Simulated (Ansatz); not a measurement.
**From PBE to G0W0: Si3N4 (I-43d)**

The structure is cubic, space group I-43d (No. 220). The conventional cell has a = 6.475 Å, b = 6.475 Å, c = 6.475 Å, α = 90.00°, β = 90.00°, γ = 90.00°. Nearest to Si lie 4 N at 1.75 Å. Nearest to N lie 3 Si at 1.75 Å. Farther neighbours and most contacts between anions are not listed.

```
method                                          : DFT, PBE, plane waves, PAW (and 1 further level or step)
program                                         : Ansatz 0.2.0
settings of one run                             : cutoff 420 eV, 6×6×6 k-mesh, smearing width 0.02 eV, default PAW
cost                                            : 2 runs, 28 s in all on 1 × NVIDIA H100 80GB HBM3 (shared by 3 runs) with 3 threads of AMD EPYC 7R13 (Zen 3), shared host (the runs of this entry)
notes                                           : The cell and positions come from the Crystallography Open Database and are kept as given unless a step says otherwise. This is not the form that Si3N4 usually takes at ambient conditions. From 232 bands and 75 eV to 598 bands and 150 eV the gap moves by 5.573 − 5.323 = +0.250 eV; bands and screening cutoff rise together, so their parts are not told apart. Two runs can’t test a law of convergence, so the limit is not known.
PBE gap over mesh and path                      : 4.062 eV, from k = (0.000, 0.333, 0.333) to k = (0.150, -0.150, 0.150)
G0W0@PBE gap over all 8 irreducible mesh points : 5.573 eV, from k = (0.000, 0.000, -0.500) to k = (0.250, 0.250, -0.250)
GW settings                                     : 4×4×4 mesh, 566 empty bands, screening to 150 eV
known limits                                    : finite bands, screening cutoff and k mesh; no spin-orbit coupling in G0W0
```

Over all 8 irreducible mesh points the G0W0 gap is 5.573 eV, from k = (0.000, 0.000, -0.500) to k = (0.250, 0.250, -0.250). The PBE gap of this run on the mesh is 4.126 eV. The two states that bound the G0W0 gap lie that far apart at the start, so the correction of the gap is 5.573 − 4.126 = +1.447 eV. The valence state moves by 8.452 − 9.319 = −0.867 eV and the conduction state by 14.025 − 13.445 = +0.580 eV, on the run's own scale; with 232 bands the edge states move by −0.399 and +0.798 eV, so the split between the edges depends on the bands and cutoff.

[Paths, hosts, dates, memory and timing lines, banners, echoed tables and standing remarks are left out of the program output.]

[Logs are printed without paths, hosts, clocks, repeated set-up lines and the standing remarks that a program may print on its own settings, such as how far it seeks lower states.]

[Runs of the session that timed out or met a known fault of the program may be left out.]

[Cells called generated may have been cut or substituted from an entry of the Crystallography Open Database or the Materials Project.]

[Hosts, paths, dates, database ids (printed as entryN), source tags and the programs' standing remarks are cut or masked in the printed files.]
